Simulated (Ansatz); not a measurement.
An input for Ansatz 0.2.0 (Ru):

Contents of input.yaml:

```yaml
crystal:
  lattice:
    - [0.0, 1.915, 1.915]
    - [1.915, 0.0, 1.915]
    - [1.915, 1.915, 0.0]
  atoms:
    - { symbol: Ru, position: [0.0, 0.0, 0.0] }
hamiltonian:
  xc: blyp
  pseudopotentials:
    kind: nc
    accuracy: standard
    azcp: { Ru: Ru_ONCV_PBE-1.2.nc.azcp }
  hubbard: { sites: [{ species: Ru, l: d, u_eff: 4.0 }], double_counting: amf }
kpoints:
  mp_grid: { grid: [10, 10, 10] }
scf:
  occupations: { method: fermi_dirac, width: 0.15 }
  n_extra_bands: 6
output:
  forces: true
  stress: true
  eigenvalues: true
  dos: { projected: false, de: 0.05, nscf_kmesh: { grid: [18, 18, 18] } }
```

Potentials or basis: SG15 NC.

Run with:

```bash
$ ansatz run input.yaml --threads 1 --pin off --max-ram 2560MiB --backend cpu --events-out ev --progress --plain --runs-dir out
```

**Question.** Does this run start?

**Answer.** The run stopped without a result. It printed:

Output:

```text
Error: inconsistent input (hamiltonian.hubbard.sites[].l, hamiltonian.hubbard.sites[].shell): hamiltonian.hubbard: the Ru pseudopotential carries no l=2 pseudo-atomic shell — pick an l its table provides
```
